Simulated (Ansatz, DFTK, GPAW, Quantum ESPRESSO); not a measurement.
## HgTe: bulk modulus by level of theory

Symmetry: F-43m, No. 216, cubic system. The conventional cell has a = 6.429 Å, b = 6.429 Å, c = 6.429 Å, α = 90.00°, β = 90.00°, γ = 90.00°. Hg (site symmetry -43m) has 4 Te at 2.78 Å as nearest neighbours. Te (site symmetry -43m) has 4 Hg at 2.78 Å as nearest neighbours.

| rung | level | program and potentials | cutoff (eV) | k mesh | smearing | core time | chip | bulk modulus (GPa) | miss | notes |
| --- | --- | --- | --- | --- | --- | --- | --- | --- | --- | --- |
| LDA | LDA | Ansatz, Ansatz PAW | 420 | 7 × 7 × 7 | fermi-dirac 0.05 | 12 s | Intel Xeon 6975P-C Granite Rapids | 47.3 | +10.0 % | potentials made for PBE, which Ansatz adapts in part |
| GGA + dispersion | PBE+D4 | Ansatz, Ansatz PAW | 420 | 7 × 7 × 7 | fermi-dirac 0.05 | 24 s | Arm Neoverse V1 | 40.1 | -6.7 % | - |
| meta-GGA + dispersion | r2SCAN+D4 | Ansatz, Ansatz PAW | 500 | 7 × 7 × 7 | fermi-dirac 0.05 | 61 s | Arm Neoverse V1 | 42.0 | -2.3 % | potentials made for PBE, which Ansatz adapts in part |
| GGA | PBEsol | GPAW, PAW data sets generated for this functional | 600 | 6 × 6 × 6 | fermi-dirac 0.05 | 2 min | AMD EPYC 7R43 Zen 3 | 42.1 | -2.1 % | - |
| hybrid | r2SCAN50 | Ansatz, Ansatz PAW | 500 | 4 × 4 × 4 | fermi-dirac 0.05 | 4 min | Intel Xeon 6975P-C Granite Rapids | 48.6 | +13.0 % | coarse mesh; potentials made for PBE, which Ansatz adapts in part |
| hybrid | LC-wPBE | Ansatz, Ansatz PAW | 420 | 4 × 4 × 4 | fermi-dirac 0.05 | 4 min | AMD EPYC 7B13 Zen 3 | 54.3 | +26.3 % | coarse mesh; potentials made for PBE, which Ansatz adapts in part |
| LDA | LDA | Quantum ESPRESSO, PseudoDojo 0.4.1 SR LDA standard | 1088 | 7 × 7 × 7 | fermi-dirac 0.05 | 4.6 min | Arm Neoverse V2 | (a) | ? | - |
| GGA + dispersion | OLYP+D4 | Quantum ESPRESSO, PseudoDojo 0.4.1 SR PBE standard | 1088 | 7 × 7 × 7 | fermi-dirac 0.05 | 4.9 min | Arm Neoverse V2 | 38.7 | -10.0 % | potentials made for PBE |
| GGA | PBEsol | DFTK, PseudoDojo SR PBEsol 0.4.1 standard (PBEsol) | 1088 | 7 × 7 × 7 | fermi-dirac 0.05 | 35 min | AMD EPYC 7R43 Zen 3 | (b) | ? | - |

Times are single runs on shared hosts and different chips, so they are rough; meshes, cutoffs and the tasks' sizes weigh on the time. Task: equation of state. All rows: no spin polarisation. Smearing widths are in eV. The cell comes from a database and isn't always the measured one. For a metal such meshes aren't converged. Meshes differ between rows, which moves values too. Meshes are those of the run's cell of 2 atoms unless a note names another. Misses use the values as printed. Runs on faulty files, with rough fits or with known faults for this quantity aren't shown. No row holds spin-orbit coupling.

Measured: 43 GPa (a printed reference work). The runs are for a static lattice.

Question: Estimate the values left out from the other rows.

Answer: (a) 47.5 GPa, miss +10.5 %; (b) 42.2 GPa, miss -1.9 %.
